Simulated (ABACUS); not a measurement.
# Zr (P6_3/mmc) in ABACUS: single point with LDA

Aim: the single point of Zr with LDA.

All numbers are computed with ABACUS 3.10.1; they aren't measurements. Logs are shortened: lines on timing, memory, paths and dates and some standing lists are left out, and cuts for length are marked.

**1. Starting point**

Symmetry: P6_3/mmc, No. 194, hexagonal system. Conventional cell: a = 3.232 Å, b = 3.232 Å, c = 5.147 Å, α = 90.00°, β = 90.00°, γ = 120.00°. Zr (site symmetry -6m2) is surrounded by 12 Zr at 3.18 to 3.23 Å.

**2. Single point, LDA**

The input, run_abacus.py:

```python
"""ABACUS run from a structure file: ASE reads it, the script writes STRU, KPT and INPUT."""
import re
import subprocess
import spglib
from ase import Atoms
from ase.io import read
from ase.units import Bohr

atoms = read("Zr.cif")
cell, frac, numbers = spglib.standardize_cell((atoms.cell[:], atoms.get_scaled_positions(), atoms.numbers), to_primitive=True, symprec=1e-4)
atoms = Atoms(numbers=numbers, cell=cell, scaled_positions=frac, pbc=True)  # the primitive cell
atoms = atoms[(-atoms.numbers).argsort(kind="stable")]  # ABACUS lists atoms element by element
pseudo = {'Zr': 'zr_lda_v1.uspp.F.UPF'}
orbital = {}
magmoms = None
kmesh = [7, 7, 4]
params = {
    'suffix': 'Zr',
    'calculation': 'scf',
    'basis_type': 'pw',
    'pseudo_dir': './',
    'symmetry': 1,
    'dft_functional': 'pz',
    'ecutwfc': 40,
    'pseudo_rcut': 10,
    'nspin': 1,
    'nbands': 22,
    'ks_solver': 'dav',
    'smearing_method': 'fd',
    'smearing_sigma': 0.00367493,
    'scf_thr': 1e-08,
    'scf_nmax': 100,
    'mixing_type': 'broyden',
    'mixing_beta': 0.7,
    'cal_force': 1,
    'cal_stress': 1,
    'ecutrho': 320,
    'out_chg': 1,
    'kpar': 4,
}

symbols = atoms.get_chemical_symbols()
elements = list(dict.fromkeys(symbols))
lines = ["ATOMIC_SPECIES"] + [f"{e} {atoms.get_masses()[symbols.index(e)]:.4f} {pseudo[e]}" for e in elements]
if orbital:
    lines += ["", "NUMERICAL_ORBITAL"] + [orbital[e] for e in elements]
lines += ["", "LATTICE_CONSTANT", f"{1 / Bohr:.10f}", "", "LATTICE_VECTORS"]
lines += [" ".join(f"{x:.10f}" for x in v) for v in atoms.cell]
lines += ["", "ATOMIC_POSITIONS", "Direct"]
for e in elements:
    lines += ["", e, "0.0", str(symbols.count(e))]
    for i, p in enumerate(atoms.get_scaled_positions(wrap=False)):
        if symbols[i] == e:
            mag = "" if magmoms is None else " mag " + " ".join(str(x) for x in (magmoms[i] if isinstance(magmoms[i], list) else [magmoms[i]]))
            lines.append(" ".join(f"{x:.10f}" for x in p) + " 1 1 1" + mag)
open("STRU", "w").write("\n".join(lines) + "\n")
open("KPT", "w").write("K_POINTS\n0\nGamma\n%d %d %d 0 0 0\n" % tuple(kmesh))
open("INPUT", "w").write("INPUT_PARAMETERS\n" + "".join(f"{k:<20s}{v}\n" for k, v in params.items()))

done = subprocess.run(['mpirun', '-np', '4', 'abacus'])
if done.returncode:
    raise SystemExit(done.returncode)
log = open("OUT.Zr/running_scf.log").read()
print("final energy (eV):", re.findall(r"FINAL_ETOT_IS (\S+)", log))
```

The input, Zr.cif:

```cif
data_Zr
_cell_length_a 3.23200000
_cell_length_b 3.23200000
_cell_length_c 5.14700000
_cell_angle_alpha 90.00000000
_cell_angle_beta 90.00000000
_cell_angle_gamma 120.00000000
_space_group_name_H-M_alt 'P6_3/mmc'
_space_group_name_Hall '-P 6c 2c'
_space_group_IT_number 194
loop_
_space_group_symop_operation_xyz
'x,y,z'
'-x,-y,-z'
'x-y,x,z+1/2'
'-x+y,-x,-z+1/2'
'-y,x-y,z'
'y,-x+y,-z'
'-x,-y,z+1/2'
'x,y,-z+1/2'
'-x+y,-x,z'
'x-y,x,-z'
'y,-x+y,z+1/2'
'-y,x-y,-z+1/2'
'-y,-x,-z+1/2'
'y,x,z+1/2'
'-x,-x+y,-z'
'x,x-y,z'
'-x+y,y,-z+1/2'
'x-y,-y,z+1/2'
'y,x,-z'
'-y,-x,z'
'x,x-y,-z+1/2'
'-x,-x+y,z+1/2'
'x-y,-y,-z'
'-x+y,y,z'
loop_
_atom_site_label
_atom_site_type_symbol
_atom_site_symmetry_multiplicity
_atom_site_Wyckoff_symbol
_atom_site_fract_x
_atom_site_fract_y
_atom_site_fract_z
_atom_site_occupancy
Zr1 Zr 2 c 0.6666666667 0.3333333333 0.7500000000 1
```

Potentials or basis: GBRV ultrasoft 1.5 LDA, plane waves.

Launch:

```
OMP_NUM_THREADS=1 python run_abacus.py > log
```

running log:

```text
ABACUS v3.10.1

               Atomic-orbital Based Ab-initio Computation at UStc

 ------------------------------------------------------------------------------------

 READING GENERAL INFORMATION
                           global_out_dir = OUT.Zr/
                           global_in_card = INPUT
                               pseudo_dir = ./
                              orbital_dir =
                                    DSIZE = 4
                                    GSIZE = 1

 READING UNITCELL INFORMATION
                                    ntype = 1
                  lattice constant (Bohr) = 1.88973
              lattice constant (Angstrom) = 1

 READING ATOM TYPE 1
                               atom label = Zr
                      L=0, number of zeta = 1
                      L=1, number of zeta = 1
                      L=2, number of zeta = 1
             number of atom for this type = 2

                        TOTAL ATOM NUMBER = 2
DIRECT COORDINATES
    atom                   x                   y                   z     mag                  vx                  vy                  vz
taud_Zr1            0.6666666667        0.3333333333        0.7500000000  0.0000        0.0000000000        0.0000000000        0.0000000000
taud_Zr2            0.3333333333        0.6666666667        0.2500000000  0.0000        0.0000000000        0.0000000000        0.0000000000

                          Volume (Bohr^3) = 314.213
                             Volume (A^3) = 46.5615

 Lattice vectors: (Cartesian coordinate: in unit of a_0)
               +3.232                  +0                  +0
               -1.616            +2.79899                  +0
                   +0                  +0              +5.147
 Reciprocal vectors: (Cartesian coordinate: in unit of 2 pi/a_0)
            +0.309406           +0.178636                  -0
                   -0           +0.357271                  -0
                   +0                  -0           +0.194288
 The esolver type has been set to : ksdft_pw

                PAO radial cut off (Bohr) = 10

 Read in pseudopotential file is zr_lda_v1.uspp.F.UPF
                     pseudopotential type = US
          exchange-correlation functional = PZ
                 nonlocal core correction = 1
                        valence electrons = 12
                                     lmax = 2
                           number of zeta = 5
                     number of projectors = 6
                           L of projector = 0
                           L of projector = 0
                           L of projector = 1
                           L of projector = 1
                           L of projector = 2
                           L of projector = 2
     initial pseudo atomic orbital number = 26

 SETUP THE ELECTRONS NUMBER
            electron number of element Zr = 12
      total electron number of element Zr = 24
            AUTOSET number of electrons:  = 24
                           occupied bands = 12
                                   NBANDS = 22
                                   NLOCAL = 18

%%%%%%%%%%%%%%%%%%%%%%%%%%%%%%%%%%%%%%%%%%%%%%%%%%%%%%%%%%%%%%%%%%%%%%%%%%%%%%%%%%%%%%%%%%%%%%%%%%%%%%%%%%
 Warning: the number of valence electrons in pseudopotential > 4 for Zr: [Kr] 4d2 5s2
 Pseudopotentials with additional electrons can yield (more) accurate outcomes, but may be less efficient.
 If you're confident that your chosen pseudopotential is appropriate, you can safely ignore this warning.
%%%%%%%%%%%%%%%%%%%%%%%%%%%%%%%%%%%%%%%%%%%%%%%%%%%%%%%%%%%%%%%%%%%%%%%%%%%%%%%%%%%%%%%%%%%%%%%%%%%%%%%%%%

 SETUP THE PLANE WAVE BASIS
 energy cutoff for charge/potential (unit:Ry) = 160
            fft grid for charge/potential = [ 25, 25, 40 ]
                        fft grid division = [ 1, 1, 1 ]
        big fft grid for charge/potential = [ 36, 36, 60 ]
                                     nbxx = 77760
                                     nrxx = 25000

 SETUP PLANE WAVES FOR CHARGE/POTENTIAL
                    number of plane waves = 10707
                         number of sticks = 421

 PARALLEL PW FOR CHARGE/POTENTIAL
     PROC   COLUMNS(POT)             PW
        1            421          10707
 --------------- sum -------------------
        1            421          10707
                            number of |g| = 582
                                  max |g| = 14.447
                                  min |g| = 0

 energy cutoff for dense charge/potential (unit:Ry) = 320
      fft grid for dense charge/potential = [ 36, 36, 60 ]
                                     nrxx = 77760

[... 63 lines left out ...]
                                       S6 = 2
               POINT GROUP IN SPACE GROUP = D_6h

 SETUP K-POINTS
                                    nspin = 1
                   Input type of k points = Monkhorst-Pack(Gamma)
                                   nkstot = 196
                       right hand lattice = 1
(for reciprocal lattice: )
                             BRAVAIS TYPE = 4
                     BRAVAIS LATTICE NAME = 04. Hexagonal cell
                                    ibrav = 4
                       right hand lattice = 1
(for k-lattice: )
                             BRAVAIS TYPE = 4
                     BRAVAIS LATTICE NAME = 04. Hexagonal cell
                                    ibrav = 4
                       right hand lattice = 1
                        ROTATION MATRICES = 24
                               nkstot_ibz = 24
K-POINTS REDUCTION ACCORDING TO SYMMETRY
     IBZ    DIRECT_X    DIRECT_Y    DIRECT_Z  WEIGHT  ibz2bz
       1  0.00000000  0.00000000  0.00000000  0.0051       0
       2 -0.14285714  0.14285714  0.00000000  0.0306       1
       3 -0.28571429  0.28571429  0.00000000  0.0306       2
       4 -0.42857143  0.42857143  0.00000000  0.0306       3
       5 -0.14285714  0.28571429  0.00000000  0.0306       8
       6 -0.28571429  0.42857143  0.00000000  0.0612       9
[... 16 lines left out ...]
      23  0.42857143  0.42857143  0.50000000  0.0306     108
      24  0.42857143  0.28571429  0.50000000  0.0306     114

                               nkstot now = 24
[... K-POINTS DIRECT COORDINATES: 24 rows ...]

           k-point number in this process = 6
       minimum distributed K point number = 6
[... stars of the k points ...]

[... K-POINTS CARTESIAN COORDINATES: 6 rows ...]

[... K-POINTS DIRECT COORDINATES: 6 rows ...]

 SETUP PLANE WAVES FOR WAVE FUNCTIONS
     energy cutoff for wavefunc (unit:Ry) = 40
              fft grid for wave functions = [ 25, 25, 40 ]
                    number of plane waves = 1725
                         number of sticks = 121

 PARALLEL PW FOR WAVE FUNCTIONS
     PROC   COLUMNS(POT)             PW
        1            121           1725
 --------------- sum -------------------
        1            121           1725

 SETUP NONLOCAL PSEUDOPOTENTIALS IN PLANE WAVE BASIS
 Zr non-local projectors:
 projector 1 L=0
 projector 2 L=0
 projector 3 L=1
 projector 4 L=1
 projector 5 L=2
 projector 6 L=2
      TOTAL NUMBER OF NONLOCAL PROJECTORS = 36

 Init Non-Local PseudoPotential table :
 Init Non-Local-Pseudopotential done.

                                     npwx = 1363

 Make real space PAO into reciprocal space.
       max mesh points in Pseudopotential = 709
     dq(describe PAO in reciprocal space) = 0.01
                                    max q = 763

 number of pseudo atomic orbitals for Zr is 5
WARNING: norm of atomic wavefunction # 3 of atomic type Zr is 0.999936, renormalized
WARNING: norm of atomic wavefunction # 4 of atomic type Zr is 0.999616, renormalized
WARNING: norm of atomic wavefunction # 5 of atomic type Zr is 0.989317, renormalized

 -------------------------------------------
 SELF-CONSISTENT
 -------------------------------------------
                                 init_chg = atomic

 PW ALGORITHM --------------- ION=   1  ELEC=   1--------------------------------

 Notice: Threshold on eigenvalues was too large.
 hsover_error=0.24 > DRHO=0.0350552
 Origin diag ethr = 0.01
 New diag ethr = 0.000146063

 Density error is 0.0354608657822
                          Error Threshold = 0.00014606347647
----------------------------------------------------------
     Energy           Rydberg                 eV
----------------------------------------------------------
 E_KohnSham     -198.5825856227      -2701.8546880415
 E_Harris       -199.9071542093      -2719.8763682113
 E_Fermi        1.0405316073         14.1571588085
----------------------------------------------------------
[... 39 lines left out ...]
 Density error is 6.50556321169e-09
                          Error Threshold = 1.96251954771e-09
----------------------------------------------------------
     Energy           Rydberg                 eV
----------------------------------------------------------
 E_KohnSham     -198.5881792327      -2701.9307930094
 E_KS(sigma->0) -198.5873639076      -2701.9196999426
 E_Harris       -198.5883350163      -2701.9329125552
 E_band         -14.3377025473       -195.0744508719
 E_one_elec     -36.3339848915       -494.3492255702
 E_Hartree      27.2297970323        370.4803950226
 E_xc           -35.3449802221       -480.8931267177
 E_Ewald        -154.1373805012      -2097.1466496105
 E_entropy(-TS) -0.0016306502        -0.0221861336
 E_descf        0.0000000000         0.0000000000
 E_exx          0.0000000000         0.0000000000
 E_Fermi        1.0246560236         13.9411604106
----------------------------------------------------------

 charge density convergence is achieved
 final etot is -2701.930793 eV
 EFERMI = 13.941160411 eV

 STATE ENERGY(eV) AND OCCUPATIONS    NSPIN == 1
 1/6 kpoint (Cartesian) = 0.0000 0.0000 0.0000 (1363 pws)
       1       -34.8126      0.0102041
       2       -34.6556      0.0102041
       3       -13.3942      0.0102041
       4       -12.5138      0.0102041
       5       -12.5138      0.0102041
       6       -12.3731      0.0102041
[... 134 lines left out ...]
      21        22.9920    2.97177e-80
      22        23.6878    2.68877e-86

------------------------------------------------------------------------------------------
 TOTAL-FORCE (eV/Angstrom)
------------------------------------------------------------------------------------------
                       Zr1         0.0000000000         0.0000000000         0.0000000000
                       Zr2         0.0000000000         0.0000000000         0.0000000000
------------------------------------------------------------------------------------------

----------------------------------------------------------------
 TOTAL-STRESS (KBAR)
----------------------------------------------------------------
       -59.5734998721         0.0000000000        -0.0000000000
         0.0000000000       -59.5734998734         0.0000000000
         0.0000000000        -0.0000000000       -61.3883840734
----------------------------------------------------------------
 TOTAL-PRESSURE: -60.178461 KBAR

 --------------------------------------------
 !FINAL_ETOT_IS -2701.9307930094478252 eV
 --------------------------------------------
```

Run time: 16 s. Hardware: 4 MPI ranks of Intel Xeon Platinum 8488C (Sapphire Rapids), shared host; peak memory 0.68 GiB.

Results:

| Property | Result |
| --- | --- |
| Free energy | -2701.9308 eV |
| Pressure | -6.0 GPa |
| Band gap on the k mesh | none (metal or under the smearing width) |

Stress tensor (GPa, compression positive):
```
-5.96  0.00  0.00
 0.00 -5.96  0.00
 0.00  0.00 -6.14
```
